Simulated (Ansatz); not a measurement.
# Silicon, beta-Sn type under BLYP: ground state and equation of state, part 2 of 2

The plan for silicon in the beta-Sn type structure: relax it, solve it on a dense k-mesh, then scale the cell to 7 volumes from 88 to 112 % of the relaxed one and try a fit of the equation of state. Spin polarisation is left out. The k-meshes are 13×13×9 for the relaxation; 21×21×15 for the dense run; 15×15×10 for the volumes.

Ansatz 0.2.0; DFT, BLYP, plane waves (420 eV) with PAW, scalar-relativistic. Earlier steps stand in the parts before.

**5. Equation of state: 92 %**

File input.yaml:

```yaml
crystal:
  lattice:
    - [-2.3744387339, 2.3754314376, 1.3500192913]
    - [2.3754314376, -2.3744387339, 1.3500192913]
    - [2.3786697308, 2.3786697308, -1.3482011525]
  atoms:
    - { symbol: Si, position: [3.4483e-06, 0.9999965517, 0.0] }
    - { symbol: Si, position: [0.7499965517, 0.2500034483, 0.5] }
hamiltonian:
  xc: blyp
  pseudopotentials:
    kind: paw
    azcp:
      Si: "pseudopotentials/Si.paw.azcp"
basis:
  ecutwfc: 420
  fft_grid_basis: typed
kpoints:
  mp_grid: { grid: [15, 15, 10], shift: [0, 0, 0] }
magnetization:
  spin_polarized: false
scf:
  occupations: { method: fermi_dirac, width: 0.1 }
  lower_state_search: "off"
output:
  stress: true
```

The log of the run (excerpt; [...] marks lines left out):

```text
Warning: RAYON_NUM_THREADS=2 ignored (pool sized by the plan → 2); use --threads N
[...]
Pseudopotentials: kind: paw
Pseudopotential: Si, paw, valence charge 4, recommended cutoff 420 eV (normal), <dir>
Functional definition: BLYP
[...]
Crystal: 2 atoms, lattice volume = 30.512 Å³
Basis set: ecut = 420 eV, 581 PW (Γ), exchange–correlation on 50×50×50 points (8 copies of the dense FFT grid, shifted against one another)
Bands: 8, of which v1, the nominal top of the filled ones, is band 4 counted from 1 (3 counted from 0)
Symmetry: 4 space group operations
Space group: C2/c (ITA 15), of the structure as read, at distance tolerance 3.1e-5 Å
k-points: 608 of 2250
[...]
SCF iter   1: F=—  HF=-1277.707070 eV  |F-HF|=—  |Δ(HF+E_count)|=         —  Δρ=8.79e-3  dr2=2.80e-2  ethr=1.77e-3  ⟨swp⟩=5.1  Hψ=39629  notcnv=0
[...]
SCF iter   6: F=-1277.697665 eV  HF=-1277.697665 eV  |F-HF|=2.11e-9  |Δ(HF+E_count)|=   2.40e-8  Δρ=2.34e-6  dr2=3.28e-9  ethr=2.21e-10  ⟨swp⟩=2.0  Hψ=17103  notcnv=0
[...]
SCF converged after 6 iterations
Free energy (F): -1277.697665 eV
[...]
E sigma→0 (E₀):  -1277.686724 eV
Entropy (-TS):   -0.021883 eV (-10.942 meV/atom)
Fermi energy:    10.106544 eV
[...]
--- Stress (GPa, compression-positive) ---
        8.270499      -0.218604       0.057281
       -0.218604       8.270499       0.057281
        0.057281       0.057281       7.352309
  P = ⅓ Tr σ = 7.9644 GPa (79.644 kbar)
```

Wall time 4 s (2 threads of an Arm CPU, shared host); peak memory 0.42 GiB.

**6. Equation of state: 96 %**

input.yaml: that of step 5 with these lines changed.

```diff
@@ -2,5 +2,5 @@
   lattice:
-    - [-2.3744387339, 2.3754314376, 1.3500192913]
-    - [2.3754314376, -2.3744387339, 1.3500192913]
-    - [2.3786697308, 2.3786697308, -1.3482011525]
+    - [-2.4083638707, 2.4093707578, 1.3693078871]
+    - [2.4093707578, -2.4083638707, 1.3693078871]
+    - [2.4126553186, 2.4126553186, -1.3674637715]
   atoms:
```

The log of the run (excerpt; [...] marks lines left out):

```text
Warning: RAYON_NUM_THREADS=2 ignored (pool sized by the plan → 2); use --threads N
[...]
[... 3 set-up lines as earlier in the session ...]
[...]
Crystal: 2 atoms, lattice volume = 31.839 Å³
Basis set: ecut = 420 eV, 625 PW (Γ), exchange–correlation on 50×50×50 points (8 copies of the dense FFT grid, shifted against one another)
Bands: 8, of which v1, the nominal top of the filled ones, is band 4 counted from 1 (3 counted from 0)
[... 2 set-up lines as earlier in the session ...]
k-points: 608 of 2250
[...]
SCF iter   1: F=—  HF=-1277.753718 eV  |F-HF|=—  |Δ(HF+E_count)|=         —  Δρ=8.45e-3  dr2=2.77e-2  ethr=1.77e-3  ⟨swp⟩=5.2  Hψ=39734  notcnv=0
[...]
SCF iter   6: F=-1277.744335 eV  HF=-1277.744335 eV  |F-HF|=3.39e-10  |Δ(HF+E_count)|=   2.19e-8  Δρ=1.33e-6  dr2=8.58e-10  ethr=2.20e-10  ⟨swp⟩=2.0  Hψ=17109  notcnv=0
[...]
SCF converged after 6 iterations
Free energy (F): -1277.744335 eV
[...]
E sigma→0 (E₀):  -1277.732914 eV
Entropy (-TS):   -0.022842 eV (-11.421 meV/atom)
Fermi energy:    9.551011 eV
[...]
--- Stress (GPa, compression-positive) ---
        3.543955      -0.244649       0.045602
       -0.244649       3.543955       0.045602
        0.045602       0.045602       3.369423
  P = ⅓ Tr σ = 3.4858 GPa (34.858 kbar)
```

Run time: 4 s. Hardware: 2 threads of an Arm CPU, shared host; peak memory 0.43 GiB.

**7. Equation of state: 100 %**

input.yaml: that of step 6 with these lines changed.

```diff
@@ -2,5 +2,5 @@
   lattice:
-    - [-2.4083638707, 2.4093707578, 1.3693078871]
-    - [2.4093707578, -2.4083638707, 1.3693078871]
-    - [2.4126553186, 2.4126553186, -1.3674637715]
+    - [-2.4413592567, 2.4423799386, 1.3880678606]
+    - [2.4423799386, -2.4413592567, 1.3880678606]
+    - [2.4457094989, 2.4457094989, -1.3861984799]
   atoms:
```

The log of the run (excerpt; [...] marks lines left out):

```text
Warning: RAYON_NUM_THREADS=2 ignored (pool sized by the plan → 2); use --threads N
[...]
[... 3 set-up lines as earlier in the session ...]
[...]
Crystal: 2 atoms, lattice volume = 33.166 Å³
Basis set: ecut = 420 eV, 641 PW (Γ), exchange–correlation on 50×50×50 points (8 copies of the dense FFT grid, shifted against one another)
Bands: 8, of which v1, the nominal top of the filled ones, is band 4 counted from 1 (3 counted from 0)
[... 2 set-up lines as earlier in the session ...]
k-points: 608 of 2250
[...]
SCF iter   1: F=—  HF=-1277.767533 eV  |F-HF|=—  |Δ(HF+E_count)|=         —  Δρ=8.20e-3  dr2=2.78e-2  ethr=1.77e-3  ⟨swp⟩=5.2  Hψ=39712  notcnv=0
[...]
SCF iter   6: F=-1277.758021 eV  HF=-1277.758021 eV  |F-HF|=1.48e-10  |Δ(HF+E_count)|=   1.98e-8  Δρ=8.55e-7  dr2=1.77e-10  ethr=2.03e-10  ⟨swp⟩=2.0  Hψ=17093  notcnv=0
[...]
SCF converged after 6 iterations
Free energy (F): -1277.758021 eV
[...]
E sigma→0 (E₀):  -1277.746149 eV
Entropy (-TS):   -0.023744 eV (-11.872 meV/atom)
Fermi energy:    9.034633 eV
[...]
--- Stress (GPa, compression-positive) ---
       -0.183594      -0.255018       0.032135
       -0.255018      -0.183594       0.032135
        0.032135       0.032135       0.254117
  P = ⅓ Tr σ = -0.0377 GPa (-0.377 kbar)
```

It took 4.2 s on 2 threads of an Arm CPU, shared host; peak memory 0.43 GiB.

**8. Equation of state: 104 %**

input.yaml: that of step 7 with these lines changed.

```diff
@@ -2,5 +2,5 @@
   lattice:
-    - [-2.4413592567, 2.4423799386, 1.3880678606]
-    - [2.4423799386, -2.4413592567, 1.3880678606]
-    - [2.4457094989, 2.4457094989, -1.3861984799]
+    - [-2.473486089, 2.4745202025, 1.4063340061]
+    - [2.4745202025, -2.473486089, 1.4063340061]
+    - [2.4778935778, 2.4778935778, -1.4044400255]
   atoms:
```

The log of the run (excerpt; [...] marks lines left out):

```text
Warning: RAYON_NUM_THREADS=2 ignored (pool sized by the plan → 2); use --threads N
[...]
[... 3 set-up lines as earlier in the session ...]
[...]
Crystal: 2 atoms, lattice volume = 34.492 Å³
Basis set: ecut = 420 eV, 689 PW (Γ), exchange–correlation on 54×54×54 points (8 copies of the dense FFT grid, shifted against one another)
Bands: 8, of which v1, the nominal top of the filled ones, is band 4 counted from 1 (3 counted from 0)
[... 1 set-up line as earlier in the session ...]
Space group: C2/c (ITA 15), of the structure as read, at distance tolerance 3.3e-5 Å
k-points: 608 of 2250
[...]
SCF iter   1: F=—  HF=-1277.755661 eV  |F-HF|=—  |Δ(HF+E_count)|=         —  Δρ=8.04e-3  dr2=2.83e-2  ethr=1.77e-3  ⟨swp⟩=5.2  Hψ=39867  notcnv=0
[...]
SCF iter   6: F=-1277.745857 eV  HF=-1277.745857 eV  |F-HF|=6.85e-9  |Δ(HF+E_count)|=   1.95e-8  Δρ=3.50e-6  dr2=9.68e-9  ethr=3.73e-10  ⟨swp⟩=2.1  Hψ=17185  notcnv=0
[...]
SCF converged after 6 iterations
Free energy (F): -1277.745857 eV
[...]
E sigma→0 (E₀):  -1277.733479 eV
Entropy (-TS):   -0.024755 eV (-12.378 meV/atom)
Fermi energy:    8.553408 eV
[...]
--- Stress (GPa, compression-positive) ---
       -3.117970      -0.254217       0.015902
       -0.254217      -3.117970       0.015902
        0.015902       0.015902      -2.116394
  P = ⅓ Tr σ = -2.7841 GPa (-27.841 kbar)
```

Wall time 4.3 s (2 threads of an Arm CPU, shared host); peak memory 0.44 GiB.

**9. Equation of state: 108 %**

input.yaml: that of step 8 with these lines changed.

```diff
@@ -2,5 +2,5 @@
   lattice:
-    - [-2.473486089, 2.4745202025, 1.4063340061]
-    - [2.4745202025, -2.473486089, 1.4063340061]
-    - [2.4778935778, 2.4778935778, -1.4044400255]
+    - [-2.5047993637, 2.5058465686, 1.4241375924]
+    - [2.5058465686, -2.5047993637, 1.4241375924]
+    - [2.5092626494, 2.5092626494, -1.4222196348]
   atoms:
```

The log of the run (excerpt; [...] marks lines left out):

```text
Warning: RAYON_NUM_THREADS=2 ignored (pool sized by the plan → 2); use --threads N
[...]
[... 3 set-up lines as earlier in the session ...]
[...]
Crystal: 2 atoms, lattice volume = 35.819 Å³
Basis set: ecut = 420 eV, 721 PW (Γ), exchange–correlation on 54×54×54 points (8 copies of the dense FFT grid, shifted against one another)
Bands: 8, of which v1, the nominal top of the filled ones, is band 4 counted from 1 (3 counted from 0)
[... 2 set-up lines as earlier in the session ...]
k-points: 608 of 2250
[...]
SCF iter   1: F=—  HF=-1277.723808 eV  |F-HF|=—  |Δ(HF+E_count)|=         —  Δρ=7.93e-3  dr2=2.90e-2  ethr=1.77e-3  ⟨swp⟩=5.3  Hψ=39917  notcnv=0
[...]
SCF iter   6: F=-1277.713574 eV  HF=-1277.713574 eV  |F-HF|=7.35e-10  |Δ(HF+E_count)|=   1.77e-8  Δρ=1.41e-6  dr2=1.37e-9  ethr=2.19e-10  ⟨swp⟩=2.0  Hψ=17102  notcnv=0
[...]
SCF converged after 6 iterations
Free energy (F): -1277.713574 eV
[...]
E sigma→0 (E₀):  -1277.700693 eV
Entropy (-TS):   -0.025763 eV (-12.882 meV/atom)
Fermi energy:    8.104880 eV
[...]
--- Stress (GPa, compression-positive) ---
       -5.438411      -0.244425       0.001956
       -0.244425      -5.438411       0.001956
        0.001956       0.001956      -3.914596
  P = ⅓ Tr σ = -4.9305 GPa (-49.305 kbar)
```

It took 4.3 s on 2 threads of an Arm CPU, shared host; peak memory 0.45 GiB.

**10. Equation of state: 112 %**

input.yaml: that of step 9 with these lines changed.

```diff
@@ -2,5 +2,5 @@
   lattice:
-    - [-2.5047993637, 2.5058465686, 1.4241375924]
-    - [2.5058465686, -2.5047993637, 1.4241375924]
-    - [2.5092626494, 2.5092626494, -1.4222196348]
+    - [-2.5353487082, 2.5364086851, 1.4415068359]
+    - [2.5364086851, -2.5353487082, 1.4415068359]
+    - [2.5398664296, 2.5398664296, -1.4395654862]
   atoms:
@@ -26 +26,5 @@
   stress: true
+  write_density: true
+  write_potential: true
+  elf: true
+  volumetric_format: npy
```

The log of the run (excerpt; [...] marks lines left out):

```text
Warning: RAYON_NUM_THREADS=2 ignored (pool sized by the plan → 2); use --threads N
[...]
[... 3 set-up lines as earlier in the session ...]
[...]
Crystal: 2 atoms, lattice volume = 37.146 Å³
Basis set: ecut = 420 eV, 739 PW (Γ), exchange–correlation on 54×54×54 points (8 copies of the dense FFT grid, shifted against one another)
Bands: 8, of which v1, the nominal top of the filled ones, is band 4 counted from 1 (3 counted from 0)
[... 2 set-up lines as earlier in the session ...]
k-points: 608 of 2250
[...]
SCF iter   1: F=—  HF=-1277.676172 eV  |F-HF|=—  |Δ(HF+E_count)|=         —  Δρ=7.84e-3  dr2=2.99e-2  ethr=1.77e-3  ⟨swp⟩=5.3  Hψ=39970  notcnv=0
[...]
SCF iter   6: F=-1277.665444 eV  HF=-1277.665444 eV  |F-HF|=1.02e-8  |Δ(HF+E_count)|=   1.38e-8  Δρ=4.11e-6  dr2=1.46e-8  ethr=5.04e-10  ⟨swp⟩=6.0  Hψ=26949  notcnv=0
[...]
SCF converged after 6 iterations
Free energy (F): -1277.665444 eV
[...]
E sigma→0 (E₀):  -1277.651995 eV
Entropy (-TS):   -0.026899 eV (-13.449 meV/atom)
Fermi energy:    7.687070 eV
[...]
--- Stress (GPa, compression-positive) ---
       -7.282048      -0.226532      -0.003187
       -0.226532      -7.282048      -0.003187
       -0.003187      -0.003187      -5.319895
  P = ⅓ Tr σ = -6.6280 GPa (-66.280 kbar)
--- Band table (eV; the first three rows and the last of 608) ---
  k-point 0: bands = ["-4.3638", "5.1502", "5.7455", "5.7762", "10.5045", "13.9170", "14.5947", "15.0872"]
[...]
```

Run time: 6.4 s. Hardware: 2 threads of an Arm CPU, shared host; peak memory 0.46 GiB.

**11. The equation of state**

All volumes keep the relaxed shape and fractional coordinates.

| V (Å³/atom) | E − E₀ (meV/atom) | P from the stress (GPa) | P from the fit (GPa) |
| --- | --- | --- | --- |
| 14.593 | 73.7 | 13.65 | 13.61 |
| 15.256 | 29.7 | 7.96 | 7.90 |
| 15.920 | 6.6 | 3.49 | 3.42 |
| 16.583 | 0.0 | -0.04 | -0.09 |
| 17.246 | 6.3 | -2.78 | -2.84 |
| 17.909 | 22.7 | -4.93 | -5.00 |
| 18.573 | 47.1 | -6.63 | -6.69 |

Fit (Birch-Murnaghan, third order): V₀ = 16.564 Å³/atom, B₀ = 78 GPa, B₀′ = 5.0, largest residual 0.02 meV/atom.

Fit and stress differ a little: one follows E(σ → 0), the other the smeared free energy.

**12. Results**

This closing draws on all 2 parts.

```
                      quantity                                   value
space group (spins left aside)                      I4_1/amd (No. 141)
             conventional cell  a = 4.888 Å, c = 2.776 Å (c/a = 0.568)
                        volume                          16.583 Å³/atom
             shortest distance                                 2.540 Å
               gap on the mesh            none (levels filled in part)
           relative to diamond                           +595 meV/atom
 highest ELF outside the cores      0.88, 1.06 Å from the nearest atom
                   V₀, B₀, B₀′             16.564 Å³/atom, 78 GPa, 5.0
```

What this shows: The relaxation enlarged the cell by 5.2 % in volume. Against the reference form of silicon (diamond, computed apart with the same settings) it stands 595 meV/atom higher. Levels at the Fermi energy are filled in part, as in a metal. B₀ comes out at 78 GPa; letting shape and positions relax at each volume could only lower it. The symmetry was held, so the structure may be unstable against distortions that break it.
